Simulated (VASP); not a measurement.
# TiO2 (Anatase) (I4_1/amd) in VASP: further runs, part 2 of 3

VASP 6.6.1. The steps go on from the part before.

**3. Born charges and dielectric tensor, PBE**

INCAR

```
SYSTEM = TiO2
ALGO = Normal
EDIFF = 1E-8
ENCUT = 520
GGA = PE
ISIF = 2
ISMEAR = 0
KPAR = 4
LASPH = .True.
LCHARG = .False.
LEPSILON = .True.
LREAL = .False.
LWAVE = .False.
NELM = 100
PREC = Accurate
SIGMA = 0.02
```

KPOINTS

```
k-points
0
Gamma
  10 10 10
  0 0 0
```

POSCAR

```
TiO2
1.0
   -1.8921000000      1.8921000000      4.7573000000
    1.8921000000     -1.8921000000      4.7573000000
    1.8921000000      1.8921000000     -4.7573000000
Ti O
2 4
Direct
    0.7500000000      0.2500000000      0.5000000000
    0.0000000000      0.0000000000      0.0000000000
    0.7919000000      0.7919000000      0.0000000000
    0.5419000000      0.0419000000      0.5000000000
    0.9581000000      0.4581000000      0.5000000000
    0.2081000000      0.2081000000      0.0000000000
```

Potentials or basis: VASP PAW PBE potentials, release 64 (Ti_sv, O).

On the command line:

```bash
$ cat potpaw_PBE.64/Ti_sv/POTCAR potpaw_PBE.64/O/POTCAR > POTCAR
$ mpirun -np 4 vasp_std > vasp.out
```

OUTCAR:

```text
SYSTEM = TiO2
   EDIFF = 1E-8
   ENCUT = 520
   GGA = PE
   ISIF = 2
   ISMEAR = 0
   LASPH = .True.
   LEPSILON = .True.
   LREAL = .False.
   NELM = 100
   PREC = Accurate

 ion  position               nearest neighbor table
   1  0.750  0.250  0.500-   3 1.93   6 1.93   3 1.93   6 1.93   5 1.98   4 1.98
   2  0.000  0.000  0.000-   4 1.93   5 1.93   4 1.93   5 1.93   3 1.98   6 1.98
   3  0.792  0.792  0.000-   1 1.93   1 1.93   2 1.98
   4  0.542  0.042  0.500-   2 1.93   2 1.93   1 1.98
   5  0.958  0.458  0.500-   2 1.93   2 1.93   1 1.98
   6  0.208  0.208  0.000-   1 1.93   1 1.93   2 1.98

  LATTYP: Found a body centered tetragonal cell.
 ALAT       =     3.7842000000
 C/A-ratio  =     2.5142962846

  Lattice vectors:

 A1 = (  -1.8921000000,   1.8921000000,   4.7573000000)
 A2 = (   1.8921000000,  -1.8921000000,   4.7573000000)
 A3 = (   1.8921000000,   1.8921000000,  -4.7573000000)

Analysis of symmetry for initial positions (statically):
=====================================================================
 Subroutine PRICEL returns:
 Original cell was already a primitive cell.

 Routine SETGRP: Setting up the symmetry group for a
 body centered tetragonal supercell.

 Subroutine GETGRP returns: Found 16 space group operations
[... 992 lines left out ...]
    -0.00141  0.00000  0.00000           ( -0.00001  0.00000  0.00000)
     0.00000 -0.00141  0.00000           (  0.00000 -0.00001  0.00000)
     0.00000  0.00000  0.00137           (  0.00000  0.00000  0.00001)

 PIEZOELECTRIC TENSOR FIELD DIRECTION 3  (C/m^2)
 -----------------------------------------------------------------------------
    -0.00033  0.00000  0.00000
     0.00000 -0.00033  0.00000
     0.00000  0.00000  0.00032

 MACROSCOPIC STATIC DIELECTRIC TENSOR (including local field effects in DFT)
 ------------------------------------------------------
           6.839094     0.000000     0.000000
           0.000000     6.839094    -0.000000
          -0.000000     0.000000     6.285493
 ------------------------------------------------------

 PIEZOELECTRIC TENSOR (including local field effects)  for field in x, y, z        (e  Angst)
          XX          YY          ZZ          XY          YZ          ZX
  --------------------------------------------------------------------------------
  x     0.00000     0.00000     0.00000     0.00000     0.00000     0.00000
  y    -0.00000     0.00000     0.00000     0.00000     0.00000     0.00000
  z     0.00000     0.00000     0.00000     0.00000     0.00000     0.00000

 PIEZOELECTRIC TENSOR (including local field effects)  for field in x, y, z        (C/m^2)
          XX          YY          ZZ          XY          YZ          ZX
  --------------------------------------------------------------------------------
  x     0.00000     0.00000     0.00000     0.00000     0.00000     0.00000
  y    -0.00000     0.00000     0.00000     0.00000     0.00000     0.00000
  z     0.00000     0.00000     0.00000     0.00000     0.00000     0.00000

 BORN EFFECTIVE CHARGES (including local field effects) (in |e|, cummulative output)
 ---------------------------------------------------------------------------------
 ion    1
    1     6.57566     0.00000     0.00000
    2     0.00000     6.57566     0.00000
    3     0.00000    -0.00000     5.78079
 ion    2
    1     6.57566     0.00000     0.00000
    2     0.00000     6.57566     0.00000
    3     0.00000    -0.00000     5.78079
 ion    3
    1    -5.44986     0.00000     0.00000
    2     0.00000    -1.12579     0.00000
    3    -0.00000    -0.00000    -2.89040
 ion    4
    1    -1.12579     0.00000     0.00000
    2     0.00000    -5.44986     0.00000
    3    -0.00000    -0.00000    -2.89040
 ion    5
    1    -5.44986     0.00000     0.00000
    2     0.00000    -1.12579     0.00000
    3     0.00000     0.00000    -2.89040
 ion    6
    1    -1.12579     0.00000     0.00000
    2     0.00000    -5.44986    -0.00000
    3     0.00000     0.00000    -2.89040
```

OSZICAR:

```text
[... 13 lines left out ...]
RMM:  16    -0.105495627507E+01    0.46761E-05    0.14303E-05 13885   0.304E-03    0.180E-04
RMM:  17    -0.105495547737E+01    0.79771E-06    0.13994E-05 13922   0.233E-03    0.115E-04
RMM:  18    -0.105495636957E+01   -0.89220E-06    0.89651E-06 13178   0.198E-03    0.123E-04
RMM:  19    -0.105495863941E+01   -0.22698E-05    0.69960E-06 12433   0.189E-03    0.117E-04
RMM:  20    -0.105495726354E+01    0.13759E-05    0.28971E-06 13053   0.182E-03    0.510E-05
RMM:  21    -0.105495669138E+01    0.57217E-06    0.75738E-06 11713   0.176E-03    0.286E-05
RMM:  22    -0.105495666078E+01    0.30600E-07    0.47625E-06 10017   0.173E-03    0.243E-05
RMM:  23    -0.105495619886E+01    0.46191E-06    0.31391E-06 10797   0.173E-03    0.122E-05
RMM:  24    -0.105495603181E+01    0.16705E-06    0.82747E-06  9101   0.172E-03    0.991E-06
```

stdout:

```text
POSCAR found type information on POSCAR TiO
 POSCAR found :  2 types and       6 ions
 scaLAPACK will be used
 LDA part: xc-table for (Slater+PW92), standard interpolation
 POSCAR, INCAR and KPOINTS ok, starting setup
 FFT: planning ... GRIDC
 FFT: planning ... GRID_SOFT
 FFT: planning ... GRID
 WAVECAR not read
 entering main loop
 Linear response reoptimize wavefunctions to high precision
 Linear response G [H, r] |phi>, progress :
  Direction:   1
 Linear response G [H, r] |phi>, progress :
  Direction:   2
 Linear response G [H, r] |phi>, progress :
  Direction:   3
 Linear response to external field (no local field effect), progress :
  Direction:   1
 dielectric tensor                  component  1 :     6.903    -0.266    -0.075
 Linear response to external field (no local field effect), progress :
  Direction:   2
 dielectric tensor                  component  2 :    -0.266     7.037    -0.057
 Linear response to external field (no local field effect), progress :
  Direction:   3
 dielectric tensor                  component  3 :    -0.075    -0.057     6.604
 Linear response to external field, progress :
  Direction:   1
 dielectric tensor                  component  1 :     6.839    -0.108    -0.069
 Linear response to external field, progress :
  Direction:   2
 dielectric tensor                  component  2 :    -0.108     6.839    -0.000
 Linear response to external field, progress :
  Direction:   3
 dielectric tensor                  component  3 :    -0.074    -0.056     6.285
 Born effective charges drift removed
```

Run time: 20 min. Hardware: 4 MPI ranks of Intel Xeon 6975P-C (Granite Rapids), shared host; peak memory 0.89 GiB.

What came out:

| Quantity | Value |
| --- | --- |
| Band gap on the k mesh | 2.11 eV, indirect (least direct gap 2.44 eV) |
| Electronic dielectric tensor (diagonal) | 6.84, 6.84, 6.29 |
| Born charges (mean of the diagonal) | Ti +6.31; O -3.16 e |

Electronic dielectric tensor:
```
6.84 0.00 0.00
0.00 6.84 0.00
0.00 0.00 6.29
```

Born effective charge tensors (e):
atom 1, Ti
```
6.58 0.00 0.00
0.00 6.58 0.00
0.00 0.00 5.78
```
atom 2, Ti
```
6.58 0.00 0.00
0.00 6.58 0.00
0.00 0.00 5.78
```
atom 3, O
```
-5.45  0.00  0.00
 0.00 -1.13  0.00
 0.00  0.00 -2.89
```
atom 4, O
```
-1.13  0.00  0.00
 0.00 -5.45  0.00
 0.00  0.00 -2.89
```
atom 5, O
```
-5.45  0.00  0.00
 0.00 -1.13  0.00
 0.00  0.00 -2.89
```
atom 6, O
```
-1.13  0.00  0.00
 0.00 -5.45  0.00
 0.00  0.00 -2.89
```

A k mesh can miss the band edges.

**4. Phonons, PBE**

POSCAR is that of step 3.

INCAR.step1

```
SYSTEM = TiO2
ALGO = Normal
EDIFF = 1E-8
EDIFFG = -0.002
ENCUT = 600
GGA = PE
IBRION = 2
ISIF = 3
ISMEAR = 0
KPAR = 4
LASPH = .True.
LCHARG = .False.
LREAL = .False.
LWAVE = .False.
NELM = 100
NSW = 40
PREC = Accurate
SIGMA = 0.02
```

INCAR.step2

```
SYSTEM = TiO2
ALGO = Normal
EDIFF = 1E-8
ENCUT = 600
GGA = PE
IBRION = 8
ISIF = 2
ISMEAR = 0
KPAR = 4
LASPH = .True.
LCHARG = .False.
LEPSILON = .True.
LREAL = .False.
LWAVE = .False.
NELM = 100
NSW = 1
PREC = Accurate
SIGMA = 0.02
```

KPOINTS is that of step 3.

Potentials or basis: VASP PAW PBE potentials, release 64 (Ti_sv, O).

On the command line:

```bash
$ cat potpaw_PBE.64/Ti_sv/POTCAR potpaw_PBE.64/O/POTCAR > POTCAR
$ cp INCAR.step1 INCAR
$ mpirun -np 4 vasp_std > vasp.out
$ cp CONTCAR POSCAR
$ cp INCAR.step2 INCAR
$ mpirun -np 4 vasp_std > vasp.out
```

OUTCAR:

```text
SYSTEM = TiO2
   EDIFF = 1E-8
   ENCUT = 600
   GGA = PE
   IBRION = 8
   ISIF = 2
   ISMEAR = 0
   LASPH = .True.
   LEPSILON = .True.
   LREAL = .False.
   NELM = 100
   NSW = 1
   PREC = Accurate

 ion  position               nearest neighbor table
   1  0.750  0.250  0.500-   3 1.95   6 1.95   3 1.95   6 1.95   5 2.00   4 2.00
   2  0.000  0.000  0.000-   4 1.95   5 1.95   4 1.95   5 1.95   3 2.00   6 2.00
   3  0.794  0.794  0.000-   1 1.95   1 1.95   2 2.00
   4  0.544  0.044  0.500-   2 1.95   2 1.95   1 2.00
   5  0.956  0.456  0.500-   2 1.95   2 1.95   1 2.00
   6  0.206  0.206  0.000-   1 1.95   1 1.95   2 2.00

  LATTYP: Found a body centered tetragonal cell.
 ALAT       =     3.8018244330
 C/A-ratio  =     2.5533842105

  Lattice vectors:
[... 1111 lines left out ...]
  6Z     0.000000    0.000000    2.081102    0.000000    0.000000    1.155242    0.000000    0.000000    3.429689    0.000000    0.000000    2.172110    0.000000    0.000000    2.882478    0.000000    0.000000  -11.720621

 Eigenvectors and eigenvalues of the dynamical matrix
 ----------------------------------------------------

   1 f  =   18.061824 THz   113.485786 2PiTHz  602.477590 cm-1    74.697667 meV
             X         Y         Z           dx          dy          dz
     -0.000000  1.900912  2.426880    -0.024033   -0.001116   -0.000000
      0.000000  0.000000  0.000000     0.024033    0.001116    0.000000
      0.000000  0.000000  7.703029     0.699389   -0.004456    0.000000
      0.000000  1.900912  0.422390     0.095922   -0.032488    0.000000
     -0.000000  1.900912  4.431369    -0.699389    0.004456   -0.000000
      0.000000  0.000000  2.004490    -0.095922    0.032488    0.000000
[... 145 lines left out ...]
  18 f/i=    0.008486 THz     0.053320 2PiTHz    0.283065 cm-1     0.035096 meV
             X         Y         Z           dx          dy          dz
     -0.000000  1.900912  2.426880    -0.070492   -0.542301   -0.000000
      0.000000  0.000000  0.000000    -0.070492   -0.542301   -0.000000
      0.000000  0.000000  7.703029    -0.040846   -0.314418   -0.000000
      0.000000  1.900912  0.422390    -0.040870   -0.314235   -0.000000
     -0.000000  1.900912  4.431369    -0.040846   -0.314418   -0.000000
      0.000000  0.000000  2.004490    -0.040870   -0.314235   -0.000000

--------------------------------------------------------------------------------------------------------

 MACROSCOPIC STATIC DIELECTRIC TENSOR IONIC CONTRIBUTION
 ------------------------------------------------------
          66.018266     0.000000     0.000000
           0.000000    66.018266     0.000000
           0.000000     0.000000    26.490213
 ------------------------------------------------------

 ELASTIC MODULI CONTR FROM IONIC RELAXATION (kBar)
 Direction    XX          YY          ZZ          XY          YZ          ZX
 --------------------------------------------------------------------------------
 XX       -1104.4434   1102.4810     41.2910      0.0000     -0.0000      0.0000
 YY        1102.4810  -1104.4434     41.2910      0.0000      0.0000     -0.0000
 ZZ          41.2910     41.2910  -1737.6416      0.0000     -0.0000      0.0000
 XY           0.0000      0.0000      0.0000      0.0000      0.0000      0.0000
 YZ          -0.0000      0.0000     -0.0000      0.0000   -461.5762     -0.0000
 ZX           0.0000     -0.0000      0.0000      0.0000     -0.0000   -596.2991
 --------------------------------------------------------------------------------

 PIEZOELECTRIC TENSOR IONIC CONTR  for field in x, y, z        (C/m^2)
          XX          YY          ZZ          XY          YZ          ZX
  --------------------------------------------------------------------------------
  x     0.00000    -0.00000     0.00000     0.00000     0.00000     0.00000
  y    -0.00000     0.00000    -0.00000     0.00000    -0.00000    -0.00000
  z    -0.00000     0.00000    -0.00000     0.00000     0.00000    -0.00000
```

OSZICAR.step1:

```text
N       E                     dE             d eps       ncg     rms          rms(c)
DAV:   1     0.726441130769E+03    0.72644E+03   -0.27282E+04  5712   0.220E+03
DAV:   2     0.616820630294E+02   -0.66476E+03   -0.64507E+03  6124   0.611E+02
[... 136 lines left out ...]
DAV:   5    -0.538689364317E+02   -0.21333E-05   -0.46861E-06  7176   0.198E-02    0.104E-02
DAV:   6    -0.538689398704E+02   -0.34387E-05   -0.12344E-05  9964   0.182E-02    0.446E-03
DAV:   7    -0.538689398912E+02   -0.20816E-07   -0.48308E-07  6216   0.515E-03    0.296E-03
DAV:   8    -0.538689397494E+02    0.14179E-06   -0.25181E-07  6532   0.491E-03    0.391E-04
DAV:   9    -0.538689397190E+02    0.30438E-07   -0.13476E-08  3956   0.931E-04    0.469E-04
DAV:  10    -0.538689397270E+02   -0.80381E-08   -0.34152E-09  3168   0.625E-04
  11 F= -.53868940E+02 E0= -.53868940E+02  d E =-.779332E-04
```

It took 65 min on 4 MPI ranks of Intel Xeon 6975P-C (Granite Rapids), shared host; peak memory 1.6 GiB.

Results:

* Relaxed volume: 11.69 Å³/atom
* Relaxed cell: a = 5.549 Å, b = 5.549 Å, c = 5.549 Å, α = 139.93°, β = 139.93°, γ = 57.96°
* Space group after relaxing (to 0.05 Å): I4_1/amd (No. 141)
* Electronic dielectric tensor (diagonal): 6.89, 6.89, 6.35
* Born charges (mean of the diagonal): Ti +6.31; O -3.15 e
* Highest phonon frequency at Γ, LO-TO splitting left out: 602 cm⁻¹

Step by step:
```csv
step,energy change (eV),largest force (eV/Å),pressure (GPa),volume (Å³)
1,0.0000,0.1232,5.64,68.13
2,0.0179,0.3182,-6.25,72.14
3,-0.0307,0.0869,0.03,69.86
4,-0.0307,0.0831,0.14,69.83
5,-0.0317,0.0440,0.07,69.91
6,-0.0323,0.0121,-0.02,70.03
7,-0.0330,0.0080,-0.07,70.07
8,-0.0341,0.0032,-0.22,70.21
9,-0.0341,0.0059,-0.26,70.24
10,-0.0342,0.0081,0.23,70.08
11,-0.0342,0.0015,0.00,70.16
```

Final structure:
```
Ti O
1.0
    -1.90091    1.90091    4.85376
     1.90091   -1.90091    4.85376
     1.90091    1.90091   -4.85376
Ti O
2 4
Direct
  0.75000 0.25000 0.50000
  0.00000 0.00000 0.00000
  0.79351 0.79351 0.00000
  0.54351 0.04351 0.50000
  0.95649 0.45649 0.50000
  0.20649 0.20649 0.00000
```

Phonon frequencies in cm⁻¹ (negative: imaginary):
```
              q point                                                        frequencies
(0.000, 0.000, 0.000)  0 0 0 118 118 174 174 215 215 303 364 398 398 478 495 519 602 602
```

Electronic dielectric tensor:
```
6.89 0.00 0.00
0.00 6.89 0.00
0.00 0.00 6.35
```

Born effective charge tensors (e):
atom 1, Ti
```
6.58 0.00 0.00
0.00 6.58 0.00
0.00 0.00 5.77
```
atom 2, Ti
```
6.58 0.00 0.00
0.00 6.58 0.00
0.00 0.00 5.77
```
atom 3, O
```
-5.47  0.00  0.00
 0.00 -1.11  0.00
 0.00  0.00 -2.88
```
atom 4, O
```
-1.11  0.00  0.00
 0.00 -5.47  0.00
 0.00  0.00 -2.88
```
atom 5, O
```
-5.47  0.00  0.00
 0.00 -1.11  0.00
 0.00  0.00 -2.88
```
atom 6, O
```
-1.11  0.00  0.00
 0.00 -5.47  0.00
 0.00  0.00 -2.88
```

(Continued in part 3 of 3.)
